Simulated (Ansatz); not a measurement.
## Ge: single point with HSE06

Ge:

```
Ge
1.0
     4.09041    0.00000    0.00000
    -2.04520    3.54240    0.00000
     0.00000    0.00000    3.32658
Ge
2
Direct
  0.66667 0.33333 0.14086
  0.33333 0.66667 0.85914
```

The cell was built by a generator and needn't be a form met in nature.

| Property | Result |
| --- | --- |
| Program | Ansatz 0.2.0 |
| Task | single point |
| Functional | HSE06 |
| Potentials or basis | Ansatz PAW |
| Cutoff | 420 eV (not typed: the program's choice for these potentials) |
| k mesh | 4 × 4 × 4 |
| Occupations | fermi-dirac, width 0.05 eV |
| Spin | spin-orbit coupling, no magnetisation |

```json
{"Pressure": "-3.2 GPa", "Largest force": "0.407 eV/Å", "Band gap on the k mesh": "none (metal or under the smearing width)"}
```

Forces on the atoms (eV/Å):
```
Ge   0.000  0.000 -0.407
Ge   0.000  0.000  0.407
```

Stress tensor (GPa, compression positive):
```
-1.65  0.00  0.00
 0.00 -1.65  0.00
 0.00  0.00 -6.22
```

Levels at points of the mesh, in eV from the Fermi level:
| k point | band 24 | band 25 | band 26 | band 27 | band 28 | band 29 | band 30 | band 31 | band 32 | band 33 |
| --- | --- | --- | --- | --- | --- | --- | --- | --- | --- | --- |
| (0.00, 0.00, 0.00) | -2.71 | -1.62 | -1.62 | -1.42 | -1.42 | 2.60 | 2.60 | 3.17 | 3.17 | 3.30 |
| (0.00, 0.00, -0.50) | -7.30 | 0.04 | 0.04 | 0.29 | 0.29 | 1.18 | 1.18 | 3.13 | 3.13 | 4.15 |
| (0.00, -0.50, 0.00) | -9.30 | -3.19 | -3.19 | -0.36 | -0.36 | 3.75 | 3.75 | 4.20 | 4.20 | 7.62 |
| (0.00, -0.50, -0.50) | -7.46 | -4.46 | -4.46 | -2.51 | -2.51 | -1.37 | -1.37 | 2.66 | 2.66 | 4.10 |

Run time: 47 s on 1 × NVIDIA H100 80GB HBM3 with 2 threads of AMD EPYC 7R13 Processor (Zen 3), on a shared host, peak memory 1.9 GiB.

Caveat: the k mesh is coarse (spacing up to 0.47 Å⁻¹), so the values aren't converged, least of all with exact exchange; the PAW data sets come from PBE, with cores solved anew for the run's functional, which leaves a small shift of forces and pressure; the thresholds are loose for stress.
